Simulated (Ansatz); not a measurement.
NaH built on the rocksalt prototype, relaxed with r2SCAN in the PAW code Ansatz. The symmetry is Fm-3m (No. 225, cubic); a = 4.795 Å in the conventional setting, 13.78 Å³ an atom. Na is surrounded by 6 H at 2.40 Å; H is surrounded by 6 Na at 2.40 Å.

The axes x, y and z are those of this cell:
```
Na H
1.0
     0.00000    2.39751    2.39751
     2.39751    0.00000    2.39751
     2.39751    2.39751    0.00000
Na H
1 1
Direct
  0.00000 0.00000 0.00000
  0.50000 0.50000 0.50000
```

Unstrained: The PBE gap is indirect, 3.802 eV (W to L), below the direct gap of 4.672 eV at L. r2SCAN gives an indirect gap of 4.401 eV, from W to L; the least direct gap is 5.264 eV at L. With HSE06 the valence top lies at W and the conduction bottom at L, 4.849 eV higher; the smallest vertical gap, at L, is 5.811 eV. Meshes: PBE 10×10×10, r2SCAN 10×10×10, HSE06 6×6×6. Strains are changes of length per length. After each strain the atoms were relaxed again with r2SCAN within the symmetry that the strain leaves, so tilts or polar shifts that break it weren't tested; points keep the names that they have in the unstrained zone. No spin polarisation and no zero-point or thermal motion.

Q: Estimate what uniaxial +2.0 % along [111], other directions held does to the gap.

A: PBE: the gap goes from 3.802 to 3.648 eV (-0.154 eV). r2SCAN: the gap goes from 4.401 to 4.244 eV (-0.157 eV). HSE06: the gap goes from 4.849 to 4.688 eV (-0.161 eV). The r2SCAN energy rises by 1.0 meV an atom.

Q: One strain changed the r2SCAN stress by xx +0.43, yy +0.43, zz +0.43, xy -0.21, xz -0.21, yz -0.21 GPa (compression positive) and the gap by -0.050 eV (PBE), -0.048 eV (r2SCAN), -0.044 eV (HSE06). Which kind of strain was it, and roughly how large?

A: Epitaxial -1.0 % in the plane normal to [111], free normal strain +0.29 %. The pattern of the stress gives the kind; the size needs the stiffness, so it is an estimate.

Q: Estimate what isotropic -2.5 % on every length does to the gap.

A: PBE: the gap goes from 3.802 to 3.932 eV (+0.130 eV). r2SCAN: the gap goes from 4.401 to 4.540 eV (+0.139 eV). HSE06: the gap goes from 4.849 to 5.006 eV (+0.157 eV). The r2SCAN energy rises by 6.3 meV an atom.

The meshes of the hybrids are coarse, so their gaps aren't converged to the digits shown.
